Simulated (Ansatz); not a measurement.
**What DFT gives for Lu**

```
Lu
1.0
    -1.92512    1.92512    1.92512
     1.92512   -1.92512    1.92512
     1.92512    1.92512   -1.92512
Lu
1
Direct
  0.00000 0.00000 0.00000
```

Method: PBE, no spin polarisation; PAW, plane waves to 420 eV, 12×12×12 Γ-centred mesh, fermi-dirac occupations (width 0.0444 eV) (Ansatz 0.2.0), atoms fixed.

(1) What do density and ELF say about some of the short contacts?

(2) What does the stress say?

(3) Is there a gap?

Origin: a known structure type with other elements, at an estimated volume, so it need not be a known compound. Caveats: many states at the Fermi level without spin polarisation, so a magnetic state may lie lower.

## Answers

(1) Lu–Lu at 3.33 Å: least valence density 0.11 e/Å³ and ELF 0.14 there. Both are smooth PAW fields, read partly inside the augmentation spheres.

(2) The pressure is 1.6 GPa (compression positive), so with the atoms held at these fractions the cell would first expand.

(3) It is a metal, with about 2.2 states/eV a cell as the mean within 0.25 eV of the Fermi level, mostly Lu d (89 %).
